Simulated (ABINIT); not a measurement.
# SnTe (Fm-3m) in ABINIT: further runs

The runs below take SnTe through single point, with LDA, PBEsol, PBE.

All numbers are computed with ABINIT 10.8.3 (patched build); they aren't measurements. Logs are shortened: lines on timing, memory, paths and dates and some standing lists are left out, and cuts for length are marked. The log counts tension as positive stress, the text compression.

### 1 Starting point

The structure is cubic, space group Fm-3m (No. 225). The conventional cell has a = 6.302 Å, b = 6.302 Å, c = 6.302 Å, α = 90.00°, β = 90.00°, γ = 90.00°. Te (site symmetry m-3m) is surrounded by 6 Sn at 3.15 Å. Sn (site symmetry m-3m) is surrounded by 6 Te at 3.15 Å.

### 2 Single point, LDA

run.abi

```
# Pseudopotentials
pp_dirpath "./"
pseudos "Te.upf, Sn.upf"

# Structure
acell 8.4205719959 8.4205719959 8.4205719959
rprim
     0.0000000000     0.7071067812     0.7071067812
     0.7071067812     0.0000000000     0.7071067812
     0.7071067812     0.7071067812     0.0000000000
ntypat 2
znucl 52 50
natom 2
typat 1 2
xred
     0.5000000000     0.5000000000     0.5000000000
     0.0000000000     0.0000000000     0.0000000000

# Plane-wave basis
ecut 34.0

# k points
kptopt 1
ngkpt 5 5 5
nshiftk 1
shiftk 0.0 0.0 0.0

# Exchange and correlation
ixc 7

# Bands and occupations
nband 19
occopt 3
tsmear 0.05 eV

# SCF cycle
nstep 100
tolvrs 1.0e-10

# Output
iomode 3
prtwf 0
prtden 0
prteig 0
prtebands 0
prtvol 2
```

Potentials or basis: PseudoDojo NC SR LDA v0.4.1 standard.

Launch:

```
> abinit run.abi > log 2>&1
```

run.abo:

```text
.Version 10.8.3 of ABINIT
 Symmetries : space group Fm -3 m (#225); Bravais cF (face-center cubic)
================================================================================
 Values of the parameters that define the memory need of the present run
     intxc =       0    ionmov =       0      iscf =       7    lmnmax =       6
     lnmax =       6     mgfft =      48  mpssoang =       3    mqgrid =    3001
     natom =       2  nloc_mem =       1    nspden =       1   nspinor =       1
    nsppol =       1      nsym =      48    n1xccc =    2501    ntypat =       2
    occopt =       3   xclevel =       1
       mpw =        4006          nfft =      110592          nkpt =          10
================================================================================
================================================================================

--------------------------------------------------------------------------------
------------- Echo of variables that govern the present computation ------------
--------------------------------------------------------------------------------
 -outvars: echo values of preprocessed input variables --------
            acell      8.4205719959E+00  8.4205719959E+00  8.4205719959E+00 Bohr
              amu      1.27600000E+02  1.18710000E+02
             ecut      3.40000000E+01 Hartree
              ixc           7
         kptrlatt        5    0    0      0    5    0      0    0    5
          kptrlen      4.21028600E+01
            natom           2
            nband          19
            ngfft          48      48      48
             nkpt          10
            nstep         100
             nsym          48
           ntypat           2
           occopt           3
           prtden           0
        prtebands           0
           prteig           0
           prtvol           2
            prtwf           0
            rprim      0.0000000000E+00  7.0710678120E-01  7.0710678120E-01
                       7.0710678120E-01  0.0000000000E+00  7.0710678120E-01
                       7.0710678120E-01  7.0710678120E-01  0.0000000000E+00
          spgroup         225
           tolvrs      1.00000000E-10
           tsmear      1.83746611E-03 Hartree
            typat      1  2
           xangst      3.1508499979E+00  3.1508499979E+00  3.1508499979E+00
                       0.0000000000E+00  0.0000000000E+00  0.0000000000E+00
            xcart      5.9542435599E+00  5.9542435599E+00  5.9542435599E+00
                       0.0000000000E+00  0.0000000000E+00  0.0000000000E+00
             xred      5.0000000000E-01  5.0000000000E-01  5.0000000000E-01
                       0.0000000000E+00  0.0000000000E+00  0.0000000000E+00
            znucl       52.00000   50.00000
[... 168 lines left out ...]
 Fermi (or HOMO) energy (hartree) =   0.19338   Average Vxc (hartree)=  -0.37584
 Eigenvalues (hartree) for nkpt=  10  k points:
 kpt#   1, nband= 19, wtk=  0.00800, kpt=  0.0000  0.0000  0.0000 (reduced coord)
  -1.16737   -1.16737   -1.16718   -1.16718   -1.16718   -0.60926   -0.60926   -0.60896
  -0.60896   -0.60896   -0.28113    0.01243    0.11342    0.11342    0.11342    0.31283
   0.31283    0.31283    0.36890
      occupation numbers for kpt#   1
   2.00000    2.00000    2.00000    2.00000    2.00000    2.00000    2.00000    2.00000
   2.00000    2.00000    2.00000    2.00000    2.00000    2.00000    2.00000    0.00000
   0.00000    0.00000    0.00000
 kpt#   2, nband= 19, wtk=  0.06400, kpt=  0.2000  0.0000  0.0000 (reduced coord)
  -1.16737   -1.16737   -1.16718   -1.16717   -1.16717   -0.60933   -0.60933   -0.60894
  -0.60888   -0.60888   -0.26913   -0.03875    0.11584    0.11584    0.14524    0.26404
   0.26404    0.26517    0.37148
      occupation numbers for kpt#   2
   2.00000    2.00000    2.00000    2.00000    2.00000    2.00000    2.00000    2.00000
   2.00000    2.00000    2.00000    2.00000    2.00000    2.00000    2.00000    0.00000
   0.00000    0.00000    0.00000
 kpt#   3, nband= 19, wtk=  0.06400, kpt=  0.4000  0.0000  0.0000 (reduced coord)
[... 48 lines left out ...]
  -1.16738   -1.16735   -1.16718   -1.16714   -1.16714   -0.60983   -0.60919   -0.60901
  -0.60863   -0.60860   -0.22228   -0.07640   -0.00364    0.06632    0.08022    0.30377
   0.31978    0.34005    0.40237
      occupation numbers for kpt#   9
   2.00000    2.00000    2.00000    2.00000    2.00000    2.00000    2.00000    2.00000
   2.00000    2.00000    2.00000    2.00000    2.00000    2.00000    2.00000    0.00000
   0.00000    0.00000    0.00000
 kpt#  10, nband= 19, wtk=  0.19200, kpt= -0.4000  0.4000  0.2000 (reduced coord)
  -1.16738   -1.16736   -1.16717   -1.16716   -1.16714   -0.60971   -0.60928   -0.60892
  -0.60875   -0.60860   -0.22544   -0.08706    0.02955    0.03220    0.14564    0.23206
   0.33806    0.35121    0.38888
      occupation numbers for kpt#  10
   2.00000    2.00000    2.00000    2.00000    2.00000    2.00000    2.00000    2.00000
   2.00000    2.00000    2.00000    2.00000    2.00000    2.00000    2.00000    0.00000
   0.00000    0.00000    0.00000
 Total charge density [el/Bohr^3]
)     Maximum=    1.5790E+00  at reduced coord.    0.4375    0.5625    0.5625
)Next maximum=    1.5790E+00  at reduced coord.    0.5625    0.4375    0.5625
)     Minimum=    9.5077E-05  at reduced coord.    0.5000    0.5000    0.5000
)Next minimum=    1.5412E-04  at reduced coord.    0.0000    0.0000    0.0000
   Integrated=    3.0000E+01

--- !EnergyTerms
iteration_state     : {dtset: 1, }
comment             : Components of total free energy in Hartree
kinetic             :  1.03560492866927E+02
hartree             :  4.43538151677232E+01
xc                  : -4.59515162322320E+01
Ewald energy        : -1.07509793820103E+02
psp_core            :  4.87711785350466E+00
local_psp           : -1.31463212525042E+02
non_local_psp       : -5.10978386274130E+01
internal            : -1.83230935316635E+02
'-kT*entropy'       : -1.63257304510290E-06
total_energy        : -1.83230936949208E+02
total_energy_eV     : -4.98596779753788E+03
band_energy         : -1.78586131863300E+01
...

 Cartesian components of stress tensor (hartree/bohr^3)
  sigma(1 1)=  6.63708542E-05  sigma(3 2)=  0.00000000E+00
  sigma(2 2)=  6.63708542E-05  sigma(3 1)=  0.00000000E+00
  sigma(3 3)=  6.63708542E-05  sigma(2 1)=  0.00000000E+00

-Cartesian components of stress tensor (GPa)         [Pressure= -1.9527E+00 GPa]
- sigma(1 1)=  1.95269795E+00  sigma(3 2)=  0.00000000E+00
- sigma(2 2)=  1.95269795E+00  sigma(3 1)=  0.00000000E+00
- sigma(3 3)=  1.95269795E+00  sigma(2 1)=  0.00000000E+00

== END DATASET(S) ==============================================================
================================================================================

 -outvars: echo values of variables after computation  --------
            acell      8.4205719959E+00  8.4205719959E+00  8.4205719959E+00 Bohr
           etotal     -1.8323093695E+02
            fcart     -0.0000000000E+00 -0.0000000000E+00 -0.0000000000E+00
                      -0.0000000000E+00 -0.0000000000E+00 -0.0000000000E+00
            rprim      0.0000000000E+00  7.0710678120E-01  7.0710678120E-01
                       7.0710678120E-01  0.0000000000E+00  7.0710678120E-01
                       7.0710678120E-01  7.0710678120E-01  0.0000000000E+00
           strten      6.6370854216E-05  6.6370854216E-05  6.6370854216E-05
                       0.0000000000E+00  0.0000000000E+00  0.0000000000E+00
           xangst      3.1508499979E+00  3.1508499979E+00  3.1508499979E+00
                       0.0000000000E+00  0.0000000000E+00  0.0000000000E+00
             xred      5.0000000000E-01  5.0000000000E-01  5.0000000000E-01
                       0.0000000000E+00  0.0000000000E+00  0.0000000000E+00
 Calculation completed.
```

It took 27 s on 1 thread of Arm Neoverse V1, shared host; peak memory 0.09 GiB.

What came out:

- Free energy: -4985.9678 eV
- Pressure: -2.0 GPa
- Valence electrons inside the program's atomic spheres: Te 11.93; Sn 10.52

Caveat: the cutoff is short for stress, so the pressure is rough; this odd mesh misses L, where the gap lies, so gap, dielectric constants and Born charges aren't listed.

### 3 Single point, LDA

run.abi

```
# Pseudopotentials
pp_dirpath "./"
pseudos "Te.LDA_PW-JTH.xml, Sn.LDA_PW-JTH.xml"

# Structure
acell 3*1.0 Angstrom
rprim
     0.0000000000     3.1508500000     3.1508500000
     3.1508500000     0.0000000000     3.1508500000
     3.1508500000     3.1508500000     0.0000000000
ntypat 2
znucl 52 50
natom 2
typat 1 2
xred
     0.5000000000     0.5000000000     0.5000000000
     0.0000000000     0.0000000000     0.0000000000

# Plane-wave basis
ecut 15.0
pawecutdg 30.0

# k points
kptopt 1
ngkpt 5 5 5
nshiftk 1
shiftk 0.0 0.0 0.0

# Exchange and correlation
ixc 7

# Bands and occupations
nband 14
occopt 3
tsmear 0.05 eV

# SCF cycle
nstep 100
tolvrs 1.0e-9

# Output
iomode 3
prtwf 0
prtden 0
prteig 0
prtebands 0
enunit 1
prtvol 2
```

Potentials or basis: JTH PAW LDA v2.0.

Launch:

```
> abinit run.abi > log 2>&1
```

Run time: 4.4 s. Hardware: 1 thread of Arm Neoverse V2, shared host; peak memory 0.08 GiB.

It converged, with:

```yaml
Free_energy: -2131.1181 eV
Valence_electrons_inside_the_program's_atomic_spheres: Te 3.16; Sn 11.83
```

Levels at points of the mesh, in eV from the Fermi level:
| k point | band 8 | band 9 | band 10 | band 11 | band 12 | band 13 |
| --- | --- | --- | --- | --- | --- | --- |
| (0.00, 0.00, 0.00) | -2.18 | -2.18 | -2.18 | 3.31 | 3.31 | 3.31 |

Caveat: the cutoff is too short for stress, so the log's stress isn't used; this odd mesh misses L, where the gap lies, so gap, dielectric constants and Born charges aren't listed. The run has no spin-orbit coupling, so splittings on Te are missing.

### 4 Single point, PBEsol

run.abi

```
pp_dirpath "./"
pseudos "Te.upf, Sn.upf"

acell 8.4205719959 8.4205719959 8.4205719959
rprim
     0.0000000000     0.7071067812     0.7071067812
     0.7071067812     0.0000000000     0.7071067812
     0.7071067812     0.7071067812     0.0000000000
ntypat 2
znucl 52 50
natom 2
typat 1 2
xred
     0.5000000000     0.5000000000     0.5000000000
     0.0000000000     0.0000000000     0.0000000000

ecut 34.0

kptopt 1
ngkpt 5 5 5
nshiftk 1
shiftk 0.0 0.0 0.0

ixc -116133

nband 19
occopt 3
tsmear 0.05 eV

nstep 100
tolvrs 1.0e-10

iomode 3
prtwf 0
prtden 0
prteig 0
prtebands 0
prtvol 2
```

Potentials or basis: PseudoDojo NC SR PBEsol v0.4.1 standard.

Launch:

```
> abinit run.abi > log 2>&1
```

Wall time 25 s (1 thread of Arm Neoverse V2, shared host); peak memory 0.1 GiB.

The run converged. Its results:

```yaml
Free_energy: -4988.6754 eV
Pressure: -0.7 GPa
Valence_electrons_inside_the_program's_atomic_spheres: Te 11.91; Sn 10.51
```

Levels at points of the mesh, in eV from the Fermi level:
```
           k point  band 12  band 13  band 14  band 15  band 16  band 17  band 18  band 19
(0.00, 0.00, 0.00)    -4.81    -2.21    -2.21    -2.21     3.28     3.28     3.28     4.66
```

Caveat: the cutoff is short for stress, so the pressure is rough; this odd mesh misses L, where the gap lies, so gap, dielectric constants and Born charges aren't listed. The run has no spin-orbit coupling, so splittings on Te are missing.

### 5 Single point, PBE

run.abi

```
# Pseudopotentials
pp_dirpath "./"
pseudos "Te.upf, Sn.upf"

# Structure
acell 3*1.0 Angstrom
rprim
     0.0000000000     3.1508500000     3.1508500000
     3.1508500000     0.0000000000     3.1508500000
     3.1508500000     3.1508500000     0.0000000000
ntypat 2
znucl 52 50
natom 2
typat 1 2
xred
     0.5000000000     0.5000000000     0.5000000000
     0.0000000000     0.0000000000     0.0000000000

# Plane-wave basis
ecut 34.0

# k points
kptopt 1
ngkpt 5 5 5
nshiftk 1
shiftk 0.0 0.0 0.0

# Exchange and correlation
ixc 11

# Bands and occupations
nband 19
occopt 3
tsmear 0.05 eV

# SCF cycle
nstep 100
tolvrs 1.0e-10

# Output
iomode 3
prtwf 0
prteig 0
prtebands 0
enunit 1
prtden 1
prtvha 1
prtvclmb 1
prtpot 1
prtelf 1
```

Potentials or basis: PseudoDojo NC SR PBE v0.4.1 standard.

Launch:

```
> abinit run.abi > log 2>&1
```

It took 26 s on 1 thread of Arm Neoverse V2, shared host; peak memory 0.1 GiB.

It converged, with:

| Quantity | Value |
| --- | --- |
| Free energy | -4998.3676 eV |
| Pressure | 1.9 GPa |
| Valence electrons inside the program's atomic spheres | Te 11.91; Sn 10.52 |

Levels at points of the mesh, in eV from the Fermi level:
```tsv
k point	band 13	band 14	band 15	band 16	band 17	band 18
(0.00, 0.00, 0.00)	-2.25	-2.25	-2.25	3.27	3.27	3.27
```

Caveat: the cutoff is short for stress, so the pressure is rough; this odd mesh misses L, where the gap lies, so gap, dielectric constants and Born charges aren't listed. Spin-orbit coupling is left out, which matters for the levels of Te.

### 6 Summary

| level | potentials or basis | cutoff (eV) | fine-grid cutoff | pressure (GPa) |
| --- | --- | --- | --- | --- |
| LDA | PseudoDojo NC SR LDA v0.4.1 standard | 925 | - | -2.0 |
| LDA | JTH PAW LDA v2.0 | 408 | 816.342 eV | - |
| PBEsol | PseudoDojo NC SR PBEsol v0.4.1 standard | 925 | - | -0.7 |
| PBE | PseudoDojo NC SR PBE v0.4.1 standard | 925 | - | 1.9 |

Alike in all rows: task single point; no spin polarisation; cell as given; k mesh 5 × 5 × 5; smearing fermi-dirac 0.05 eV.

Caveats: the cutoff is short for stress, so the pressure is rough (some runs).

Absolute energies hang on the potentials; compare differences alone.
